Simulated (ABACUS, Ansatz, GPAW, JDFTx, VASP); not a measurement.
## Mo: equilibrium volume by level of theory

The structure is cubic, space group Im-3m (No. 229). Conventional cell: a = 3.168 Å, b = 3.168 Å, c = 3.168 Å, α = 90.00°, β = 90.00°, γ = 90.00°. Mo (site symmetry m-3m) is surrounded by 8 Mo at 2.74 Å.

| rung | level | program and potentials | cutoff (eV) | k mesh | smearing | task | spin | equilibrium volume (Å³/atom) | miss | notes |
| --- | --- | --- | --- | --- | --- | --- | --- | --- | --- | --- |
| LDA | LDA | ABACUS, PseudoDojo NC SR 0.4.1 LDA standard, plane waves | 1102 | 10 × 10 × 10 | fermi-dirac 0.05 | relaxation of cell and atoms | off | 15.08 | -3.3 % | - |
| LDA | LDA | Ansatz, all-electron LAPW, scalar-relativistic | - | 12 × 12 × 12 | fermi-dirac 0.05 | relaxation of cell and atoms | off | (a) | ? | - |
| GGA | B86bPBE | ABACUS, SSSP 1.3 efficiency PBE, plane waves | 748 | 10 × 10 × 10 | fermi-dirac 0.05 | equation of state | off | 15.85 | +1.7 % | potentials made for PBE; fit through 4 volumes |
| GGA + dispersion | BLYP+D3(BJ) | GPAW, PAW data sets generated for this functional | 600 | 9 × 9 × 9 | fermi-dirac 0.05 | equation of state | off | 15.23 | -2.3 % | - |
| GGA | PBE | GPAW, GPAW PAW data sets (gpaw-data 1.2.1) | 600 | 12 × 12 × 12 | fermi-dirac 0.05 | equation of state | off | 15.76 | +1.1 % | - |
| GGA | PBE | VASP, PBE PAW files Mo_sv, 600 eV | 600 | 12 × 12 × 12 | fermi-dirac 0.05 | relaxation of cell and atoms | off | 15.80 | +1.3 % | - |
| GGA + dispersion | PBE+D3(BJ) | VASP, PBE PAW files Mo_sv, 600 eV | 600 | 10 × 10 × 10 | fermi-dirac 0.05 | relaxation of cell and atoms | off | 15.34 | -1.6 % | - |
| GGA + dispersion | PBE+D4 | Ansatz, all-electron LAPW, scalar-relativistic | - | 12 × 12 × 12 | fermi-dirac 0.05 | relaxation of cell and atoms | off | (b) | ? | - |
| GGA | PBEsol | JDFTx, PseudoDojo-SR-PBEsol-0.4.1-standard | 1088 | 12 × 12 × 12 | fermi-dirac 0.05 | equation of state | off | 15.34 | -1.6 % | - |
| GGA | PBEsol | VASP, PBE PAW files Mo_sv, 520 eV | 520 | 12 × 12 × 12 | fermi-dirac 0.05 | equation of state | off | (c) | ? | potentials made for PBE |
| GGA | RPBE | Ansatz, all-electron LAPW, scalar-relativistic | - | 12 × 12 × 12 | fermi-dirac 0.05 | relaxation of cell and atoms | off | 15.99 | +2.6 % | - |
| GGA + dispersion | revPBE+D3(BJ)+ATM | Ansatz, all-electron LAPW, scalar-relativistic | - | 12 × 12 × 12 | fermi-dirac 0.025 | equation of state | collinear, random start | 15.17 | -2.7 % | moment up to 0.00 μB a cell |
| GGA + dispersion | revPBE+D3(zero damping) | GPAW, the program's PAW data sets (release 1.2.1) made for this functional | 600 | 9 × 9 × 9 | fermi-dirac 0.05 | equation of state | off | 15.11 | -3.1 % | - |
| GGA + dispersion | revPBE+dDsC | VASP, PBE PAW files Mo_sv, 600 eV | 600 | 12 × 12 × 12 | fermi-dirac 0.05 | relaxation of cell and atoms | off | 15.56 | -0.2 % | potentials made for PBE |
| non-local van der Waals functional | optB88-vdW | VASP, PBE PAW files Mo_sv, 600 eV | 600 | 12 × 12 × 12 | fermi-dirac 0.05 | relaxation of cell and atoms | off | 15.81 | +1.4 % | potentials made for PBE |
| non-local van der Waals functional | optPBE-vdW | GPAW, GPAW PAW data sets (gpaw-data 1.2.1) | 600 | 9 × 9 × 9 | fermi-dirac 0.05 | equation of state | off | 16.06 | +3.0 % | potentials made for PBE |
| meta-GGA | SCAN | VASP, PBE PAW files Mo_sv, 600 eV | 600 | 12 × 12 × 12 | fermi-dirac 0.05 | relaxation of cell and atoms | off | 15.58 | -0.1 % | potentials made for PBE |
| meta-GGA + dispersion | r2SCAN+rVV10 | VASP, PBE PAW files Mo_sv, 600 eV | 600 | 12 × 12 × 12 | methfessel-paxton 0.1 | relaxation of cell and atoms | off | 15.60 | +0.1 % | potentials made for PBE |

Smearing widths are in eV. For a metal such meshes aren't converged. Meshes differ between rows, which moves values too. Meshes are those of the run's cell of 1 atom unless a note names another. Relaxations start from the cell shown or near it and stop with a little pressure left. The cell shown, of 15.89 Å³ an atom, is the runs' start and not the measured value. Misses use the values as printed. Runs on faulty files, with rough fits or with known faults for this quantity aren't shown. No row holds spin-orbit coupling.

Measured: 15.59 Å³/atom at 298.15 K (a printed reference work). The runs are for a static lattice.

Problem. Estimate the values left out from the other rows.

Solution. (a) 15.06 Å³/atom, miss -3.4 %; (b) 15.43 Å³/atom, miss -1.0 %; (c) 15.35 Å³/atom, miss -1.5 %.
